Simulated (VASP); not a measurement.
# Metal contacts to MgO (001), metal over oxygen

Where does the Fermi level of Au, Pd, Pt, W, V and Cr fall in the gap of MgO?

Method: PBEsol; plane waves and PAW (Mg, O), in the first sound run; inputs show where later runs differ, in VASP 6.6.1.

Most raw output is cut from this account.

### 1. The structure

Symmetry: Fm-3m, No. 225, cubic system. Conventional cell: a = 4.210 Å, b = 4.210 Å, c = 4.210 Å, α = 90.00°, β = 90.00°, γ = 90.00°. Nearest to Mg lie 6 O at 2.10 Å. Nearest to O lie 6 Mg at 2.10 Å. Farther neighbours and most contacts between anions are not listed.

### 2. Bulk band edges, PBEsol

A bulk run places the substrate's levels against the mean potential at its cores.

Level: PBEsol; plane waves and PAW (Mg, O).

The input, INCAR:

```
SYSTEM = MgO
PREC = Accurate
ENCUT = 520
EDIFF = 1E-06
NELM = 100
ISMEAR = 0
SIGMA = 0.02
LREAL = .FALSE.
ALGO = Normal
GGA = PS
NBANDS = 13
LASPH = .TRUE.
LWAVE = .FALSE.
LCHARG = .FALSE.
KPAR = 16
```

The input, POSCAR:

```
MgO
1.0
    2.9766057649      0.0000000000      0.0000000000
    0.0000000000      2.9766057649      0.0000000000
    0.0000000000      0.0000000000      4.2095120422
Mg O
2 2
Direct
    0.0000000000      0.0000000000      0.0000000000
    0.5000000000      0.5000000000      0.5000000000
    0.5000000000      0.5000000000      0.0000000000
    0.0000000000      0.0000000000      0.5000000000
```

The input, KPOINTS:

```
Automatic mesh
0
Gamma
9 9 6
0 0 0
```

The projector-augmented-wave data sets are Mg and O (PBE family, release 64).

Run with:

```bash
> mpirun -np 16 vasp_std
```

Wall time 6 s (16 MPI ranks of AMD EPYC 7R43, shared host); peak memory 2.1 GiB; 76 s of CPU time.

This run gave:

| Property | Result |
| --- | --- |
| energy(sigma→0) of the program | -25.0249 eV |
| stress, compression positive | xx, yy, zz -0.05, -0.05, -0.05 GPa |

The run ends at a pressure of -0.05 GPa.

### 3. Bulk band edges, HSE06

At this level only the shift of the substrate's edges against the mean potential of the cell is used.

This step took 2 runs, the first refused by the program; the last is shown.

Level: HSE06; plane waves and PAW (Mg, O).

The input, INCAR:

```
SYSTEM = MgO
PREC = Accurate
ENCUT = 520
EDIFF = 1E-06
NELM = 100
ISMEAR = 0
SIGMA = 0.02
LREAL = .FALSE.
ALGO = Normal
LHFCALC = .TRUE.
AEXX = 0.25
GGA = PE
HFSCREEN = 0.2
LASPH = .TRUE.
NBANDS = 13
PRECFOCK = Fast
LWAVE = .FALSE.
LCHARG = .FALSE.
KPAR = 8
SYMPREC = 1E-04
```

POSCAR is that of step 2.

The input, KPOINTS:

```
Automatic mesh
0
Gamma
5 5 3
0 0 0
```

Run with:

```bash
> mpirun -np 16 vasp_std
```

Wall time 37 s (16 MPI ranks); peak memory 3.1 GiB; 8.6 min of CPU time.

This run gave:

| Item | Value |
| --- | --- |
| energy(sigma→0) of the program | -28.4616 eV |

### 4. Relax the partner on the substrate's cell, PBEsol

One member in full, Cr: held to the substrate's in-plane cell, its height is moved until the normal stress is near zero, five times at most.

This step took 5 runs, each at a new trial strain with the atoms of the one before; the last is shown.

Level: PBEsol, no spin polarisation; plane waves and PAW (Cr_pv).

System, named by how it was started: Cr. It takes space group I4/mmm (No. 139, tetragonal). The conventional cell has a = 2.977 Å, b = 2.977 Å, c = 2.727 Å, α = 90.00°, β = 90.00°, γ = 90.00°. Cr has 10 Cr at 2.51 to 2.73 Å nearest.

The input, INCAR:

```
SYSTEM = Cr
PREC = Accurate
ENCUT = 520
EDIFF = 1E-07
NELM = 120
ISMEAR = 1
SIGMA = 0.1
LREAL = .FALSE.
ALGO = Normal
GGA = PS
NBANDS = 18
LASPH = .TRUE.
LORBIT = 11
LWAVE = .FALSE.
LCHARG = .FALSE.
KPAR = 4
IBRION = 1
NSW = 25
ISIF = 2
EDIFFG = -0.004
POTIM = 0.3
```

The input, POSCAR:

```
Cr
1.0
    2.9766057650      0.0000000000      0.0000000000
    0.0000000000      2.9766057650      0.0000000000
    0.0000000000      0.0000000000      2.7267904990
Cr
2
Direct
    0.0000000000      0.0000000000      0.0000000000
    0.5000000000      0.5000000000      0.5000000000
```

The input, KPOINTS:

```
Automatic mesh
0
Gamma
11 11 11
0 0 0
```

The projector-augmented-wave data sets are Cr_pv (PBE family, release 64).

Run with:

```bash
> mpirun -np 4 vasp_std
```

It took 23 s on 4 MPI ranks; peak memory 0.56 GiB; 86 s of CPU time.

Read from the output:

* energy(sigma→0) of the program: -20.2382 eV
* stress, compression positive: xx, yy, zz -27.49, -27.49, 0.00 GPa
* ionic steps: 1

### 5. Bulk band edges, PBEsol

A bulk run places the partner's levels against the mean potential at its cores. For a metal the barrier needs only the Fermi level of the interface cell; this run checks the strained metal.

Level: PBEsol, no spin polarisation; plane waves and PAW (Cr_pv).

The input, INCAR:

```
SYSTEM = Cr
PREC = Accurate
ENCUT = 520
EDIFF = 1E-06
NELM = 100
ISMEAR = 1
SIGMA = 0.1
LREAL = .FALSE.
ALGO = Normal
GGA = PS
NBANDS = 16
LASPH = .TRUE.
LWAVE = .FALSE.
LCHARG = .FALSE.
KPAR = 4
```

POSCAR is that of step 4.

KPOINTS is that of step 4.

Run with:

```bash
> mpirun -np 4 vasp_std
```

Wall time 19 s (4 MPI ranks); peak memory 0.56 GiB.

Numbers from this step:

* energy(sigma→0) of the program: -20.2382 eV
* stress, compression positive: xx, yy, zz -27.48, -27.48, 0.01 GPa

The run ends at a pressure of -18.31 GPa.

### 6. Relax the interface, PBEsol

Superlattice of 10 atoms of MgO and 7 of Cr on the MgO lattice. Atoms relax, and the height is moved while the normal stress exceeds 0.4 GPa, three times at most, by secant steps.

This step took 3 runs in a row; the last is shown.

Level: PBEsol, no spin polarisation; plane waves and PAW (Mg, O, Cr_pv).

System, named by how it was started: MgO/Cr (001), metal over oxygen. The cell holds 17 atoms: 5 Mg, 5 O and 7 Cr. Cell: a = 2.977 Å, b = 2.977 Å, c = 20.280 Å, α = 90.0°, β = 90.0°, γ = 90.0°. It derives from MgO and Cr. Superlattice of 10 atoms of MgO and 7 of Cr on the MgO lattice. The structure's axis is c.

The input, INCAR:

```
SYSTEM = Mg5Cr7O5
PREC = Normal
ENCUT = 520
EDIFF = 1E-05
NELM = 120
ISMEAR = 0
SIGMA = 0.05
LREAL = Auto
ALGO = Fast
GGA = PS
NBANDS = 79
LASPH = .TRUE.
LORBIT = 11
LWAVE = .FALSE.
LCHARG = .FALSE.
KPAR = 4
IBRION = 2
NSW = 60
ISIF = 2
EDIFFG = -0.03
POTIM = 0.4
MAXMIX = 40
ISYM = 2
```

The input, POSCAR:

```
Mg5Cr7O5
1.0
    2.9766057650      0.0000000000      0.0000000000
    0.0000000000      2.9766057650      0.0000000000
    0.0000000000      0.0000000000     20.2799482038
Mg O Cr
5 5 7
Direct
    0.0000000000      0.0000000000      0.9907157109
    0.5000000000      0.5000000000      0.0968948631
    0.0000000000      0.0000000000      0.2004587240
    0.5000000000      0.5000000000      0.3040225849
    0.0000000000      0.0000000000      0.4102017371
    0.5000000000      0.5000000000      0.9942254632
    0.0000000000      0.0000000000      0.0964209335
    0.5000000000      0.5000000000      0.2004587240
    0.0000000000      0.0000000000      0.3044965145
    0.5000000000      0.5000000000      0.4066919848
    0.5000000000      0.5000000000      0.5072198719
    0.0000000000      0.0000000000      0.5642500939
    0.5000000000      0.5000000000      0.6348084307
    0.0000000000      0.0000000000      0.7004587240
    0.5000000000      0.5000000000      0.7661090173
    0.0000000000      0.0000000000      0.8366673541
    0.5000000000      0.5000000000      0.8936975761
```

The input, KPOINTS:

```
Automatic mesh
0
Gamma
10 10 1
0 0 0
```

PAW data sets: Mg, O and Cr_pv (PBE family, release 64).

Run with:

```bash
> mpirun -np 4 vasp_std
```

It took 4.5 min on 4 MPI ranks; peak memory 1.2 GiB.

This run gave:

* energy(sigma→0) of the program: -130.9035 eV
* stress, compression positive: xx, yy, zz -9.93, -9.93, 0.28 GPa
* ionic steps: 6

### 7. Potential of the interface, PBEsol

The core potentials in the middle of the substrate's layer tie its bulk scale to this cell.

Level: PBEsol, no spin polarisation; plane waves and PAW (Mg, O, Cr_pv).

The input, INCAR:

```
SYSTEM = Mg5Cr7O5
PREC = Accurate
ENCUT = 520
EDIFF = 1E-06
NELM = 120
ISMEAR = 0
SIGMA = 0.05
LREAL = .FALSE.
ALGO = Normal
GGA = PS
NBANDS = 100
LASPH = .TRUE.
LORBIT = 11
LWAVE = .FALSE.
LCHARG = .TRUE.
KPAR = 4
LVHAR = .TRUE.
NEDOS = 1500
```

The input, POSCAR:

```
Mg5Cr7O5
1.0
    2.9766057650      0.0000000000      0.0000000000
    0.0000000000      2.9766057650      0.0000000000
    0.0000000000      0.0000000000     20.2799482038
Mg O Cr
5 5 7
Direct
    0.0000000000      0.0000000000      0.9906360627
    0.5000000000      0.5000000000      0.0969296668
    0.0000000000      0.0000000000      0.2004587240
    0.5000000000      0.5000000000      0.3039877812
    0.0000000000      0.0000000000      0.4102813853
    0.5000000000      0.5000000000      0.9943534423
    0.0000000000      0.0000000000      0.0963660976
    0.5000000000      0.5000000000      0.2004587240
    0.0000000000      0.0000000000      0.3045513504
    0.5000000000      0.5000000000      0.4065640057
    0.5000000000      0.5000000000      0.5071060873
    0.0000000000      0.0000000000      0.5638599163
    0.5000000000      0.5000000000      0.6349073168
    0.0000000000      0.0000000000      0.7004587240
    0.5000000000      0.5000000000      0.7660101312
    0.0000000000      0.0000000000      0.8370575317
    0.5000000000      0.5000000000      0.8938113607
```

KPOINTS is that of step 6.

Run with:

```bash
> mpirun -np 4 vasp_std
```

Elapsed: 3.5 min, on 4 MPI ranks; peak memory 1.8 GiB.

Read from the output:

| Property | Result |
| --- | --- |
| energy(sigma→0) of the program | -130.8976 eV |
| stress, compression positive | xx, yy, zz -9.88, -9.88, 0.34 GPa |

By hand, at PBEsol: in bulk MgO the valence top lies 55.181 eV above the mean core potential (averaged over elements). Over the two or four atoms of each element nearest the middle of the MgO layer of the interface cell that potential is -50.413 eV, which puts the valence top at 4.768 eV; the Fermi level of the cell is 8.112 eV, so the hole barrier is 3.34 eV.

### 8. The whole series

Hybrid runs start from orbitals of a short PBEsol run, not shown.

The other members went through these steps as far as the tables show, with one cutoff; 56 runs are not shown, of which 1 ended short or failed. The session took 8.6 core hours (wall time by ranks) on a shared machine.

Line-up of core potentials from the interface at PBEsol; other levels change the bulk edges alone, each counted from the mean potential of its bulk cell. Gaps of the substrate: PBEsol 4.65 eV, HSE06 6.48 eV.

```csv
partner,atoms,"mean in-plane stress of the strained partner, tension positive (GPa)",gap of the whole cell (eV),largest spread of the line-up between elements of one side (eV)
Au,15,1.1,0.00,0.03
Pd,15,3.8,0.00,0.01
Pt,15,7.2,0.00,0.02
W,17,-33.9,0.00,0.01
V,17,1.3,0.00,0.00
Cr,17,27.5,0.00,0.01
```

At PBEsol:

```csv
partner,"Fermi level above the valence-band top, PBEsol (eV)","conduction-band bottom above the Fermi level, PBEsol (eV)"
Au,1.95,2.70
Pd,2.08,2.57
Pt,2.22,2.43
W,3.48,1.17
V,3.74,0.91
Cr,3.34,1.31
```

At HSE06:

```csv
partner,"Fermi level above the valence-band top, HSE06 (eV)","conduction-band bottom above the Fermi level, HSE06 (eV)"
Au,3.10,3.39
Pd,3.22,3.26
Pt,3.36,3.12
W,4.62,1.86
V,4.88,1.60
Cr,4.49,2.00
```

### 9. Results

| Property | Result |
| --- | --- |
| Au, HSE06 | hole barrier 3.10 eV, electron barrier 3.39 eV |
| Pd, HSE06 | hole barrier 3.22 eV, electron barrier 3.26 eV |
| Pt, HSE06 | hole barrier 3.36 eV, electron barrier 3.12 eV |
| W, HSE06 | hole barrier 4.62 eV, electron barrier 1.86 eV |
| V, HSE06 | hole barrier 4.88 eV, electron barrier 1.60 eV |
| Cr, HSE06 | hole barrier 4.49 eV, electron barrier 2.00 eV |

**Reading.** Going from PBEsol to HSE06 moves the hole barriers of Au, Pd, Pt, W, V and Cr by 1.14 eV. The height of the interface cell missed its target: the normal stress left, compression positive, is 1.4 GPa for Au. Pd, Pt, W and Cr are under more than 3 GPa of in-plane stress along one axis or both, more than a thick film would hold. The hole barrier is lowest for Au and highest for V, 1.79 eV apart. Only the edges of MgO move to HSE06; the metal's Fermi level stays that of the PBEsol run, so these barriers are estimates, not HSE06 results for the interface. All runs are without spin polarisation, which may matter for Pd, V and Cr. The two barriers add up to the substrate's gap at that level, 6.48 eV. Bulk gaps are read on the mesh alone, which can miss an indirect edge. Levels beyond the first ran on coarser meshes, which moves edges by some hundredths of an eV. The bounds that sort cases in this text are picked. The interfaces are ideal and a few layers thick: no intermixing, defects or band bending.

[Lines on the potential files, build, host, timing and source positions are cut from VASP's logs without a mark.]

[Logs are printed without paths, hosts, clocks, repeated set-up lines and the standing remarks that a program may print on its own settings, such as how far it seeks lower states.]

[Hosts, paths, dates, database ids (printed as entryN), source tags and the programs' standing remarks are cut or masked in the printed files.]

[In band tables of VASP the shares of atoms and orbitals are scaled to a sum of 1 inside the atoms' spheres.]
